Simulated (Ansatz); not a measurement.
The system is TaS2.

```xyz
3
Lattice="3.3500 0.0000 0.0000 -1.6750 2.9012 0.0000 0.0000 0.0000 5.8600" Properties=species:S:1:pos:R:3 pbc="T T T"
Ta    0.0000    0.0000    0.0000
S     1.6750    0.9671    4.3950
S     0.0000    1.9341    1.4650
```

Base run:

- Program: Ansatz 0.2.0
- Functional: PBEsol
- Potentials or basis: all-electron LAPW, scalar-relativistic
- Cutoff: 258 eV (chosen from the basis error)
- Basis error allowed: 0.002 eV/atom
- k mesh: 9 × 9 × 5
- Occupations: fermi-dirac, width 0.05 eV
- Spin: no spin polarisation
- Hubbard terms: Ta d U = 4 eV

Its results: band gap on the k mesh none (metal or under the smearing width); pressure 6.5 GPa; largest force 1.082 eV/Å.

**Question.** The run is repeated on the same cell with these changes: hubbard terms from Ta d U = 4 eV to Ta d U = 6 eV. What comes out?

**Answer.** Band gap on the k mesh none (metal or under the smearing width); pressure 7.8 GPa; largest force 1.117 eV/Å.

Caveats: U is the effective U less J, on atomic orbitals that reach past the spheres; this functional lacks dispersion, which binds the layers, so the pressure and a relaxed spacing across them are unreliable; U without spin polarisation on a metal has little footing; forces of over 1 eV/Å show positions far from the minimum, so gaps and moduli don't describe the material at rest; the density of states is complete only up to the lowest level of the last band computed.
